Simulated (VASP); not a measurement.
# BaS (Fm-3m) in VASP: notebook

BaS is run at these levels: LDA, PBE, RPBE; tasks: single point.

Program: VASP 6.6.1. These are calculated values, not measurements. Logs are shortened: lines on timing, memory, paths and dates and some standing lists are left out, and cuts for length are marked.

**The experiment to reproduce.**

From a printed reference work, monograph, original work of 1988, for a bulk crystal of BaS at 2 K: band gap 3.806 eV (indirect).

The results are compared with them further down.

## Step 1: The cell of the first run

The structure is cubic, space group Fm-3m (No. 225). Conventional cell: a = 6.388 Å, b = 6.388 Å, c = 6.388 Å, α = 90.00°, β = 90.00°, γ = 90.00°. Ba (site symmetry m-3m) has 6 S at 3.19 Å within 4.2 Å. Within 4.2 Å of S (site symmetry m-3m) lie 6 Ba at 3.19 Å.

## Step 2: Single point, LDA

File INCAR:

```
PREC = Accurate
ENCUT = 520
EDIFF = 1E-6
ISMEAR = -1
SIGMA = 0.05
LREAL = F
LASPH = T
NELM = 80
ALGO = Normal
ISIF = 2
LWAVE = F
LCHARG = F
GGA = CA
NBANDS = 15
```

File KPOINTS:

```
Automatic mesh
0
Gamma
  7 7 7
```

File POSCAR:

```
BaS
1.0
    0.0000000000      3.1937500000      3.1937500000
    3.1937500000      0.0000000000      3.1937500000
    3.1937500000      3.1937500000      0.0000000000
Ba S
1 1
Direct
    0.0000000000      0.0000000000      0.0000000000
    0.5000000000      0.5000000000      0.5000000000
```

Potentials or basis: VASP PAW LDA potentials, release 64 (Ba_sv, S).

Run with:

```sh
$ cat potpaw_LDA.64/Ba_sv/POTCAR potpaw_LDA.64/S/POTCAR > POTCAR
$ mpirun -np 1 vasp_std > vasp.out
```

OUTCAR:

```text
PREC = Accurate
   ENCUT = 520
   EDIFF = 1E-6
   ISMEAR = -1
   LREAL = F
   LASPH = T
   NELM = 80
   ISIF = 2
   GGA = CA

 ion  position               nearest neighbor table
   1  0.000  0.000  0.000-   2 3.19   2 3.19   2 3.19   2 3.19   2 3.19   2 3.19
   2  0.500  0.500  0.500-   1 3.19   1 3.19   1 3.19   1 3.19   1 3.19   1 3.19

  LATTYP: Found a face centered cubic cell.
 ALAT       =     6.3875000000

  Lattice vectors:

 A1 = (   0.0000000000,   3.1937500000,   3.1937500000)
 A2 = (   3.1937500000,   0.0000000000,   3.1937500000)
 A3 = (   3.1937500000,   3.1937500000,   0.0000000000)

Analysis of symmetry for initial positions (statically):
=====================================================================
 Subroutine PRICEL returns:
 Original cell was already a primitive cell.

 Routine SETGRP: Setting up the symmetry group for a
 face centered cubic supercell.

 Subroutine GETGRP returns: Found 48 space group operations
 (whereof 48 operations were pure point group operations)
 out of a pool of 48 trial point group operations.

The static configuration has the point symmetry O_h .

Analysis of symmetry for dynamics (positions and initial velocities):
=====================================================================
 Subroutine PRICEL returns:
 Original cell was already a primitive cell.

 Routine SETGRP: Setting up the symmetry group for a
 face centered cubic supercell.

 Subroutine GETGRP returns: Found 48 space group operations
 (whereof 48 operations were pure point group operations)
 out of a pool of 48 trial point group operations.

The dynamic configuration has the point symmetry O_h .

 Subroutine INISYM returns: Found 48 space group operations
 (whereof 48 operations are pure point group operations),
 and found     1 'primitive' translations

----------------------------------------------------------------------------------------

                                     Primitive cell

  volume of cell :      65.1527

  direct lattice vectors                    reciprocal lattice vectors
     0.000000000  3.193750000  3.193750000    -0.156555773  0.156555773  0.156555773
     3.193750000  0.000000000  3.193750000     0.156555773 -0.156555773  0.156555773
     3.193750000  3.193750000  0.000000000     0.156555773  0.156555773 -0.156555773

  length of vectors
     4.516644565  4.516644565  4.516644565     0.271162553  0.271162553  0.271162553

  position of ions in fractional coordinates (direct lattice)
     0.000000000  0.000000000  0.000000000
     0.500000000  0.500000000  0.500000000

  ion indices of the primitive-cell ions
   primitive index   ion index
                 1           1
                 2           2

----------------------------------------------------------------------------------------

 KPOINTS: Automatic mesh

Automatic generation of k-mesh.
 Grid dimensions read from file:
 generate k-points for:    7    7    7

 Generating k-lattice:

  Cartesian coordinates                     Fractional coordinates (reciprocal lattice)
    -0.022365110  0.022365110  0.022365110     0.142857143  0.000000000  0.000000000
     0.022365110 -0.022365110  0.022365110     0.000000000  0.142857143  0.000000000
     0.022365110  0.022365110 -0.022365110     0.000000000  0.000000000  0.142857143

  Length of vectors
     0.038737508  0.038737508  0.038737508

  Shift w.r.t. Gamma in fractional coordinates (k-lattice)
     0.000000000  0.000000000  0.000000000

 Subroutine IBZKPT returns following result:
 ===========================================

 Found     20 irreducible k-points:

 Following reciprocal coordinates:
            Coordinates               Weight
  0.000000  0.000000  0.000000      1.000000
  0.142857  0.000000  0.000000      8.000000
  0.285714  0.000000  0.000000      8.000000
  0.428571  0.000000  0.000000      8.000000
  0.142857  0.142857  0.000000      6.000000
  0.285714  0.142857  0.000000     24.000000
[... 12 lines left out ...]
 -0.428571  0.428571  0.142857     24.000000
 -0.285714  0.428571  0.142857     24.000000
   k-points           NKPTS =     20   k-points in BZ     NKDIM =     20   number of bands    NBANDS=     15
   number of dos      NEDOS =    301   number of ions     NIONS =      2
   total plane-waves  NPLWV =  46656
   dimension x,y,z NGX =    36 NGY =   36 NGZ =   36
   dimension x,y,z NGXF=    72 NGYF=   72 NGZF=   72
   ions per type =               1   1
   NGX,Y,Z   is equivalent  to a cutoff of  13.25, 13.25, 13.25 a.u.
   NGXF,Y,Z  is equivalent  to a cutoff of  26.50, 26.50, 26.50 a.u.
 SYSTEM =  unknown system
   PREC   = accura    normal or accurate (medium, high low for compatibility)
   ISTART =      0    job   : 0-new  1-cont  2-samecut
   ICHARG =      2    charge: 1-file 2-atom 10-const
   ISPIN  =      1    spin polarized calculation?
   LNONCOLLINEAR =      F non collinear calculations
   LSORBIT =      F    spin-orbit coupling
   LASPH  =      T    aspherical Exc in radial PAW
   ENCUT  =  520.0 eV  38.22 Ry    6.18 a.u.   8.40  8.40  8.40*2*pi/ulx,y,z
   NELM   =     80;   NELMIN=  2; NELMDL= -5     # of ELM steps
   EDIFF  = 0.1E-05   stopping-criterion for ELM
   LREAL  =      F    real-space projection
[... 7 lines left out ...]
   TEBEG  =    0.0;   TEEND  =   0.0 temperature during run
   PSTRESS=    0.0 pullay stress
   NELECT =      16.0000    total number of electrons
   NUPDOWN=      -1.0000    fix difference up-down
   EMIN   =  10.00;   EMAX   =-10.00  energy-range for DOS
   EFERMI =   0.00;   METHOD = LEGACY
   ISMEAR =    -1;   SIGMA  =   0.05  broadening in eV -4-tet -1-fermi 0-gaus
   EFERMI_NEDOS =   21; number of points for ismear=-14 and -15
   IALGO  =     38    algorithm
   IMIX   =      4    mixing-type and parameters
     AMIX     =   0.40;   BMIX     =  1.00
     AMIX_MAG =   1.60;   BMIX_MAG =  1.00
  volume/ion in A,a.u.               =      32.58       219.84
  Fermi-wavevector in a.u.,A,eV,Ry     =   1.025189  1.937326 14.299891  1.051012
  Thomas-Fermi vector in A             =   2.159016
   LORBIT       =      0    0 simple, 1 ext, 2 COOP (PROOUT), +10 PAW based schemes
   GGA     = CA    functional components
   LHFCALC =     F    Hartree Fock is set to
   AEXX    =    0.0000 exact exchange contribution
   IVDW    =     0    specifies the selected vdW correction
   LEPSILON=     F    determine dielectric tensor
   LRPA    =     F    only Hartree local field effects (RPA)
 non-spin polarized calculation
  energy-cutoff  :      520.00
  volume of cell :       65.15
 maximum number of plane-waves:      1807
 NGX is ok and might be reduce to    36
   NGX = 17   NGY = 17   NGZ = 17

 number of electron      16.0000001 magnetization

 Free energy of the ion-electron system (eV)
  ---------------------------------------------------
  ext. energy  EPLUGINS =         0.00000000
  ---------------------------------------------------
  free energy    TOTEN  =       -11.15989170 eV

  energy without entropy =      -11.15989170  energy(sigma->0) =      -11.15989170

 E-fermi :   2.2345     XC(G=0):  -8.9921

 val. band max:        1.2401594952   @ k =   0.0000   0.0000   0.0000
 cond. band min:       3.2030315127   @ k =   0.4286   0.4286   0.0000
 fundamental gap:      1.9628720175
 Fermi energy:         2.2345106736

 k-point     1 :       0.0000    0.0000    0.0000
  band No.  band energies     occupation
      1     -24.7597      2.00000
      2      -9.8330      2.00000
      3      -9.8330      2.00000
      4      -9.8330      2.00000
      5      -9.0752      2.00000
      6       1.2402      2.00000
      7       1.2402      2.00000
      8       1.2402      2.00000
      9       4.5519      0.00000
     10       4.9413      0.00000
     11       4.9413      0.00000
     12       4.9413      0.00000
     13       5.9257      0.00000
     14       5.9257      0.00000
     15       9.6841      0.00000

 k-point     2 :       0.1429    0.0000    0.0000
  band No.  band energies     occupation
      1     -24.7510      2.00000
      2     -10.2121      2.00000
      3      -9.8408      2.00000
      4      -9.8408      2.00000
      5      -8.6787      2.00000
      6       0.6950      2.00000
      7       0.9651      2.00000
      8       0.9651      2.00000
      9       4.9304      0.00000
     10       5.2483      0.00000
     11       5.2483      0.00000
     12       5.3564      0.00000
     13       6.5196      0.00000
     14       6.5196      0.00000
     15      10.5024      0.00000

 k-point     3 :       0.2857    0.0000    0.0000
  band No.  band energies     occupation
      1     -24.7314      2.00000
      2     -10.6896      2.00000
      3      -9.8582      2.00000
      4      -9.8582      2.00000
      5      -8.1594      2.00000
      6      -0.1685      2.00000
      7       0.4787      2.00000
      8       0.4787      2.00000
      9       5.2890      0.00000
     10       6.0904      0.00000
     11       6.0904      0.00000
     12       6.7224      0.00000
     13       7.9352      0.00000
     14       7.9352      0.00000
     15      11.6572      0.00000

 k-point     4 :       0.4286    0.0000    0.0000
  band No.  band energies     occupation
      1     -24.7155      2.00000
      2     -10.9644      2.00000
      3      -9.8720      2.00000
      4      -9.8720      2.00000
      5      -7.8469      2.00000
      6      -0.7074      2.00000
      7       0.1657      2.00000
      8       0.1657      2.00000
      9       6.1394      0.00000
     10       7.0963      0.00000
     11       7.1693      0.00000
     12       7.1693      0.00000
     13       9.5019      0.00000
     14       9.5019      0.00000
     15      10.7297      0.00000
[... 235 lines left out ...]
 k-point    18 :      -0.4286    0.2857    0.1429
  band No.  band energies     occupation
      1     -24.7063      2.00000
      2     -10.7170      2.00000
      3     -10.0673      2.00000
      4      -9.9580      2.00000
      5      -8.1906      2.00000
      6      -0.2019      2.00000
      7       0.3474      2.00000
      8       0.6159      2.00000
      9       5.1677      0.00000
     10       6.3239      0.00000
     11       7.5434      0.00000
     12       7.7496      0.00000
     13       8.9610      0.00000
     14      10.0434      0.00000
     15      10.3003      0.00000

 k-point    19 :      -0.4286    0.4286    0.1429
  band No.  band energies     occupation
      1     -24.7016      2.00000
      2     -10.4543      2.00000
      3     -10.1139      2.00000
      4     -10.0826      2.00000
      5      -8.5464      2.00000
      6       0.3463      2.00000
      7       0.5999      2.00000
      8       0.8738      2.00000
      9       4.0502      0.00000
     10       6.9084      0.00000
     11       7.2910      0.00000
     12       8.2785      0.00000
     13       8.4868      0.00000
     14       9.1272      0.00000
     15      10.4995      0.00000

 k-point    20 :      -0.2857    0.4286    0.1429
  band No.  band energies     occupation
      1     -24.7002      2.00000
      2     -10.4889      2.00000
      3     -10.2120      2.00000
      4     -10.0582      2.00000
      5      -8.3850      2.00000
      6       0.0589      2.00000
      7       0.6294      2.00000
      8       0.6991      2.00000
      9       4.9988      0.00000
     10       5.9203      0.00000
     11       7.5391      0.00000
     12       8.1894      0.00000
     13       8.3590      0.00000
     14      10.2392      0.00000
     15      11.2767      0.00000

------------------------ aborting loop because EDIFF is reached ----------------------------------------

  FORCE on cell =-STRESS in cart. coord.  units (eV):
  Direction    XX          YY          ZZ          XY          YZ          ZX
  --------------------------------------------------------------------------------------
  -------------------------------------------------------------------------------------
  Total       -0.7494332     -0.7494332     -0.7494332      0.0000000     -0.0000000     -0.0000000
  in kB      -18.4293811    -18.4293811    -18.4293811      0.0000000     -0.0000000     -0.0000000
  external PRESSURE =     -18.4293811 kB  Pullay stress =       0.0000000 kB

 VOLUME and BASIS-vectors are now :
 -----------------------------------------------------------------------------
  energy-cutoff  :      520.00
  volume of cell :       65.15
      direct lattice vectors                 reciprocal lattice vectors
     0.000000000  3.193750000  3.193750000    -0.156555773  0.156555773  0.156555773
     3.193750000  0.000000000  3.193750000     0.156555773 -0.156555773  0.156555773
     3.193750000  3.193750000  0.000000000     0.156555773  0.156555773 -0.156555773

 POSITION                                       TOTAL-FORCE (eV/Angst)
 -----------------------------------------------------------------------------------
      0.00000      0.00000      0.00000         0.000000      0.000000     -0.000000
      3.19375      3.19375      3.19375        -0.000000     -0.000000      0.000000
 -----------------------------------------------------------------------------------
    total drift:                                0.000000      0.000000      0.000000

  FREE ENERGIE OF THE ION-ELECTRON SYSTEM (eV)
  ---------------------------------------------------
  free  energy   TOTEN  =       -11.1598916984 eV

  energy  without entropy=      -11.1598916982  energy(sigma->0) =      -11.15989170
```

Wall time 32 s (1 thread of Intel Xeon 8259CL, shared host); peak memory 0.18 GiB.

Results:

| Item | Value |
| --- | --- |
| Free energy | -11.1599 eV |
| Pressure | -1.8 GPa |
| Band gap on the k mesh | 1.96 eV, indirect (least direct gap 2.11 eV) |

Levels at points of the mesh, in eV from the valence-band top:
| k point | band 4 | band 5 | band 6 | band 7 | band 8 | band 9 | band 10 | band 11 | band 12 | band 13 |
| --- | --- | --- | --- | --- | --- | --- | --- | --- | --- | --- |
| (0.00, 0.00, 0.00) | -11.07 | -10.32 | 0.00 | 0.00 | 0.00 | 3.31 | 3.70 | 3.70 | 3.70 | 4.69 |

Caveat: spin-orbit coupling is left out, which moves the levels of the heavy elements.

## Step 3: Single point, PBE

This run uses another cell than the first one, of 31.92 Å³/atom, 0.980 times its volume.

File INCAR:

```
SYSTEM = BaS
ALGO = Normal
EDIFF = 1E-6
ENCUT = 520
GGA = PE
ISIF = 2
ISMEAR = -1
LASPH = .TRUE.
LCHARG = .FALSE.
LREAL = .FALSE.
LWAVE = .FALSE.
NBANDS = 15
NELM = 100
PREC = Accurate
SIGMA = 0.05
```

File KPOINTS:

```
k-points
0
G
  7 7 7
  0 0 0
```

File POSCAR:

```
BaS
1.0
    0.0000000000      3.1723147904      3.1723147904
    3.1723147904      0.0000000000      3.1723147904
    3.1723147904      3.1723147904      0.0000000000
Ba S
1 1
Direct
    0.0000000000      0.0000000000      0.0000000000
    0.5000000000      0.5000000000      0.5000000000
```

Potentials or basis: VASP PAW PBE potentials, release 64 (Ba_sv, S).

Run with:

```sh
$ cat potpaw_PBE.64/Ba_sv/POTCAR potpaw_PBE.64/S/POTCAR > POTCAR
$ mpirun -np 1 vasp_std > vasp.out
```

It took 38 s on 1 thread of Intel Xeon 8259CL, shared host; peak memory 0.21 GiB.

The run converged. Its results:

* Free energy: -10.1689 eV
* Pressure: 2.4 GPa
* Band gap on the k mesh: 2.13 eV, indirect (least direct gap 2.27 eV)

Levels at points of the mesh, in eV from the valence-band top:
```tsv
k point	band 4	band 5	band 6	band 7	band 8	band 9	band 10	band 11	band 12	band 13
(0.00, 0.00, 0.00)	-11.06	-10.39	0.00	0.00	0.00	3.70	3.87	3.87	3.87	4.82
```

Caveat: spin-orbit coupling is left out, which moves the levels of the heavy elements.

## Step 4: Single point, RPBE

File INCAR:

```
PREC     = Accurate       # precision mode
ENCUT    = 520            # plane-wave cutoff, eV
EDIFF    = 1E-6           # SCF threshold, eV
ISMEAR   = 0              # smearing method
SIGMA    = 0.05           # smearing width, eV
LREAL    = False          # projectors in reciprocal space
LASPH    = True           # aspherical terms in the spheres
NELM     = 60             # most SCF steps
ALGO     = Normal         # electronic algorithm
ISIF     = 2              # what is computed and relaxed
LWAVE    = False          # write WAVECAR
LCHARG   = False          # write CHGCAR
GGA      = RP             # functional
NBANDS   = 15             # bands
```

File KPOINTS:

```
regular mesh
0
Gamma
  7 7 7
```

File POSCAR:

```
BaS
1.0
    0.0000000000      3.1937500000      3.1937500000
    3.1937500000      0.0000000000      3.1937500000
    3.1937500000      3.1937500000      0.0000000000
Ba S
1 1
Direct
    0.0000000000      0.0000000000      0.0000000000
    0.5000000000      0.5000000000      0.5000000000
```

Run with:

```sh
$ cat potpaw_PBE.64/Ba_sv/POTCAR potpaw_PBE.64/S/POTCAR > POTCAR
$ mpirun -np 1 vasp_std > vasp.out
```

Wall time 37 s (1 thread of Intel Xeon 8259CL, shared host); peak memory 0.21 GiB.

Results (log left out):

```
Free energy            : -9.6124 eV
Pressure               : 3.0 GPa
Band gap on the k mesh : 2.31 eV, indirect (least direct gap 2.45 eV)
```

Levels at points of the mesh, in eV from the valence-band top:
```
           k point  band 4  band 5  band 6  band 7  band 8  band 9  band 10  band 11  band 12  band 13
(0.00, 0.00, 0.00)  -11.18  -10.34    0.00    0.00    0.00    3.83     3.97     3.97     3.97     4.83
```

Caveat: the PAW data sets were made with another functional, which shifts forces and pressure a little; spin-orbit coupling is left out, which moves the levels of the heavy elements. A k mesh can miss the band edges.

[end of part 1 of 2]
